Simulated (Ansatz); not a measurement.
**HgTe and the effect of the dispersion correction**

The cell as given:

It takes space group F-43m (No. 216, cubic). Conventional cell: a = 6.429 Å, b = 6.429 Å, c = 6.429 Å, α = 90.00°, β = 90.00°, γ = 90.00°. Around Hg (site symmetry -43m) lie 4 Te at 2.78 Å. Around Te (site symmetry -43m) lie 4 Hg at 2.78 Å.

Kept alike: task relaxation of cell and atoms; functional PBE; k mesh 7 × 7 × 7; occupations fermi-dirac, width 0.05 eV; no spin polarisation. Program: Ansatz, Ansatz PAW, cutoff 420 eV. The mesh is that of the run's cell of 2 atoms. No spin-orbit coupling.

```csv
dispersion correction,volume (Å³/atom)
D3(BJ),35.079
D3(BJ)-ATM,35.233
D4,35.040
none,36.788
```

The relaxations keep at least the cell's symmetry (F-43m). For a metal such a mesh leaves the last digits unconverged. Relaxations stop with a little pressure left, so the last digits of a volume or edge aren't settled.

**Question.** What does the dispersion correction change here?

**Answer.** The volume runs from 35.040 (D4) to 36.788 Å³/atom (none). Against no correction: D3(BJ) -4.6 %; D3(BJ)-ATM -4.2 %; D4 -4.8 %. Dispersion terms mostly attract and so lower the volume; the schemes' coefficients and damping set how far. Measured: 33.73 Å³/atom at 300 K (a printed reference work); nearest D4, 1.31 Å³/atom off. The runs are for a static lattice.
